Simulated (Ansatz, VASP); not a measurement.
**One calculation of Al2O3, two programs**

```
Al O
1.0
     2.38025    1.37424    4.33187
    -2.38025    1.37424    4.33187
     0.00000   -2.74848    4.33187
Al O
4 6
Direct
  0.35216 0.35216 0.35216
  0.14784 0.14784 0.14784
  0.64784 0.64784 0.64784
  0.85216 0.85216 0.85216
  0.55668 0.94332 0.25000
  0.25000 0.55668 0.94332
  0.94332 0.25000 0.55668
  0.44332 0.05668 0.75000
  0.75000 0.44332 0.05668
  0.05668 0.75000 0.44332
```

Alike in both runs: task relaxation of cell and atoms; functional PBEsol; k mesh 6 × 6 × 6; no spin polarisation.

```csv
,VASP,Ansatz
version,VASP 6.6.1,Ansatz 0.2.0
potentials or method,"VASP PAW PBE potentials, release 64 (Al, O)","scalar-relativistic, plane waves, PAW"
plane-wave cutoff (eV),600,420
occupations,"gaussian, width 0.01 eV",fixed
valence electrons in the cell,48,48
```

VASP gave:

```
gap on the k mesh at the Fermi level, each at its own relaxed structure (eV) : 6.05
relaxed volume (Å³/atom)                                                     : 8.55
relaxed cell length with the largest relative difference (Å)                 : 5.138
```

Problem. Which values does Ansatz return?

Solution. gap on the k mesh at the Fermi level, each at its own relaxed structure (eV): 6.03; relaxed volume (Å³/atom): 8.56; relaxed cell length with the largest relative difference (Å): 5.140.

Caveats: the PAW data sets were made with another functional, which shifts forces and pressure a little (VASP). Zero-point motion and thermal expansion aren't in these numbers. A k mesh can miss the band edges.
